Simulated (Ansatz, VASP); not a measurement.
Two plane-wave programs on Pb4O

```
CELL_PARAMETERS angstrom
5.94885 0.00000 0.00000
0.00000 5.94885 0.00000
0.00000 0.00000 5.94885
ATOMIC_POSITIONS crystal
Pb 0.00000 0.50000 0.50000
Pb 0.50000 0.00000 0.50000
Pb 0.50000 0.50000 0.00000
Pb 0.50000 0.50000 0.50000
O 0.00000 0.00000 0.00000
```

Alike in both runs: functional PBE; k mesh 4 × 4 × 4; occupations gaussian, width 0.1 eV; no spin polarisation.

Ansatz relaxed the structure, and its values are those at the end. VASP's run is a single point on that final structure, the one shown.

|  | VASP | Ansatz |
| --- | --- | --- |
| version | VASP 6.6.1 | Ansatz 0.2.0 |
| potentials or method | VASP PAW PBE potentials, release 64 (Pb_d, O) | scalar-relativistic, plane waves, PAW |
| plane-wave cutoff (eV) | 520 | 420 |
| valence electrons in the cell | 62 | 62 |

```tsv
	VASP	Ansatz	Ansatz less VASP
gap on the k mesh at the Fermi level (eV)	none	none	-
pressure (GPa)	0.0	0.1	+0.06
```

A gap of «none» marks a metal or a gap that the smearing closes. The functional is the same, so the differences come from potentials, cutoffs and numerics.

Spin-orbit coupling is left out, which matters for the levels of Pb.
